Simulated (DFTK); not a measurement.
GaN in DFTK: the effect of functional

GaN:

```
CELL_PARAMETERS angstrom
3.18000 0.00000 0.00000
-1.59000 2.75396 0.00000
0.00000 0.00000 5.16600
ATOMIC_POSITIONS crystal
Ga 0.66667 0.33333 0.50000
Ga 0.33333 0.66667 0.00000
N 0.66667 0.33333 0.87500
N 0.33333 0.66667 0.37500
```

Alike in all runs:

```yaml
Program: DFTK 0.8.2
Task: single point
Potentials_or_basis: SG15 1.2 (PBE)
Cutoff: 1225 eV
k_mesh: 9 × 9 × 4
Occupations: fermi-dirac, width 0.05 eV
Spin: no spin polarisation
```

```csv
functional,gap on the mesh (eV),pressure (GPa)
LDA,1.78,-2.7
PBEsol,1.90,2.2
RPBE,2.16,11.6
BLYP,2.11,12.9
AM05,1.94,2.1
WC,1.89,2.5
r2SCAN,2.12,-0.4
SCAN,?,?
```

Problem. What does the run with functional SCAN give?

Solution. gap on the mesh 2.03 eV; pressure -1.1 GPa.

Caveats: the potentials were made for another functional, which shifts forces and pressure.

Runs at the PBE level aren't shown here.
